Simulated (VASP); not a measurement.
# Si7Ge9: relaxation of cell and atoms with PBEsol

Si7Ge9:

```xyz
16
Lattice="0.0000 5.5569 5.5569 5.5569 0.0000 5.5569 5.5569 5.5569 0.0000" Properties=species:S:1:pos:R:3 pbc="T T T"
Si    4.1677    4.1677    4.1677
Si    9.7246    6.9461    6.9461
Si    6.9461    6.9461    9.7246
Si    5.5569    2.7784    5.5569
Si    5.5569    8.3353    5.5569
Si    5.5569    5.5569    8.3353
Si    8.3353    8.3353    8.3353
Ge    6.9461    6.9461    4.1677
Ge    6.9461    4.1677    6.9461
Ge    4.1677    6.9461    6.9461
Ge    6.9461    9.7246    6.9461
Ge    9.7246    9.7246    9.7246
Ge    2.7784    2.7784    2.7784
Ge    5.5569    5.5569    2.7784
Ge    8.3353    5.5569    5.5569
Ge    2.7784    5.5569    5.5569
```

The cell was built by a generator and needn't be a form met in nature.

```yaml
Program: VASP 6.6.1
Task: relaxation of cell and atoms
Functional: PBEsol
Potentials_or_basis: VASP PAW PBE potentials, release 64 (Si, Ge_d)
Cutoff: 600 eV
k_mesh: 6 × 6 × 6
Occupations: gaussian, width 0.03 eV
Spin: no spin polarisation
Further_INCAR_settings: ALGO = Normal; EDIFF = 1e-06; IBRION = 2; EDIFFG = -0.01; NSW = 90; ISIF = 3
```

| Quantity | Value |
| --- | --- |
| Relaxed volume | 21.47 Å³/atom |
| Relaxed cell | a = 7.862 Å, b = 7.862 Å, c = 7.861 Å, α = 60.00°, β = 60.00°, γ = 60.00° |
| Space group after relaxing (to 0.05 Å) | P1 (No. 1) |
| Energy gained by relaxing | 6.2 meV/atom |
| Ionic steps | 8 |
| Pressure after relaxing | 0.0 GPa |
| Largest force after relaxing | 0.005 eV/Å |
| Band gap on the k mesh | 0.34 eV, direct |

Forces on the atoms (eV/Å):
```
Si  -0.003  0.002 -0.001
Si   0.000 -0.004 -0.002
Si   0.002  0.000  0.004
Si   0.004 -0.001  0.001
Si   0.001  0.001  0.000
Si  -0.001 -0.002 -0.001
Si  -0.001  0.004  0.001
Ge   0.001  0.000  0.001
Ge   0.000 -0.001 -0.001
Ge   0.000  0.000 -0.001
Ge   0.001 -0.001  0.000
Ge  -0.001 -0.001 -0.001
Ge   0.000  0.000  0.001
Ge   0.000  0.000 -0.001
Ge  -0.001  0.001  0.000
Ge  -0.001  0.000 -0.001
```

The path:
| step | energy change (eV) | largest force (eV/Å) | pressure (GPa) | volume (Å³) |
| --- | --- | --- | --- | --- |
| 1 | 0.0000 | 0.5204 | 0.12 | 343.18 |
| 2 | -0.0914 | 0.1488 | -0.10 | 344.01 |
| 3 | -0.0983 | 0.0506 | -0.16 | 344.31 |
| 4 | -0.0983 | 0.0546 | -0.19 | 344.33 |
| 5 | -0.0991 | 0.0280 | 0.03 | 342.96 |
| 6 | -0.0993 | 0.0343 | 0.07 | 343.33 |
| 7 | -0.0993 | 0.0365 | 0.05 | 343.42 |
| 8 | -0.0995 | 0.0047 | -0.02 | 343.57 |

Final structure:
```
Si Ge
1.0
     0.00046    5.55890    5.55920
     5.55935   -0.00002    5.55967
     5.55884    5.55886    0.00049
Si Ge
7 9
Direct
  0.37379 0.37912 0.37361
  0.37790 0.87218 0.87764
  0.87614 0.87092 0.37644
  0.24872 0.74856 0.24862
  0.75020 0.24991 0.75003
  0.75131 0.75148 0.25140
  0.74719 0.75270 0.74726
  0.37937 0.37362 0.87344
  0.37810 0.87192 0.37210
  0.87190 0.37809 0.37787
  0.87196 0.37806 0.87214
  0.87056 0.87638 0.87656
  0.25151 0.25135 0.25164
  0.25288 0.24699 0.74699
  0.25145 0.75168 0.75138
  0.74701 0.24704 0.25289
```

Levels at points of the mesh, in eV from the valence-band top:
| k point | band 75 | band 76 | band 77 | band 78 | band 79 | band 80 |
| --- | --- | --- | --- | --- | --- | --- |
| (0.00, 0.00, 0.00) | -0.04 | -0.03 | 0.00 | 0.34 | 0.39 | 0.43 |
| (0.50, 0.00, 0.00) | -0.88 | -0.81 | -0.78 | 1.12 | 1.18 | 1.20 |
| (0.00, 0.50, 0.00) | -0.94 | -0.74 | -0.74 | 1.13 | 1.14 | 1.18 |
| (0.00, 0.00, 0.50) | -0.87 | -0.81 | -0.81 | 1.10 | 1.17 | 1.20 |
| (0.50, 0.50, 0.50) | -0.94 | -0.74 | -0.72 | 1.14 | 1.14 | 1.19 |
| (0.50, 0.50, 0.00) | -1.45 | -1.41 | -1.36 | 0.88 | 0.98 | 2.00 |
| (0.00, 0.50, 0.50) | -1.46 | -1.41 | -1.31 | 0.84 | 1.02 | 1.98 |
| (0.50, 0.00, 0.50) | -1.47 | -1.42 | -1.33 | 0.82 | 1.05 | 1.99 |

It took 2.4 h on 1 × NVIDIA H100 80GB with 1 thread of AMD EPYC 7R13 Processor (Zen 3), on a shared host, peak memory 3.5 GiB.

Caveat: the PAW data sets were made with another functional, which shifts forces and pressure a little. A hybrid or GW would open this gap; PBEsol tends to underestimate it.
